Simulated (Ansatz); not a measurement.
Crystal: TaN.

```
CELL_PARAMETERS angstrom
0.00000 2.21132 2.21132
2.21132 0.00000 2.21132
2.21132 2.21132 0.00000
ATOMIC_POSITIONS crystal
Ta 0.50000 0.50000 0.50000
N 0.00000 0.00000 0.00000
```

The cell comes from a database or a generator and needn't be the stable form of this composition.

Base run:

```yaml
Program: Ansatz 0.2.0
Functional: PBEsol
Potentials_or_basis: all-electron LAPW, non-relativistic
Cutoff: 352 eV (chosen from the basis error)
Basis_error_allowed: 0.001 eV/atom
k_mesh: 10 × 10 × 10
Occupations: fermi-dirac, width 0.05 eV
Spin: no spin polarisation
```

Its results: pressure 4.2 GPa.

**Question.** The run is repeated on the same cell with these changes: potentials or basis from all-electron LAPW, non-relativistic to all-electron LAPW, inner shells corrected to Dirac's equation. What comes out?

**Answer.** Pressure -10.6 GPa.

Caveats: relativity is left out, which matters for the heavier elements (some runs).

The runs don't all hold the same shells in valence.
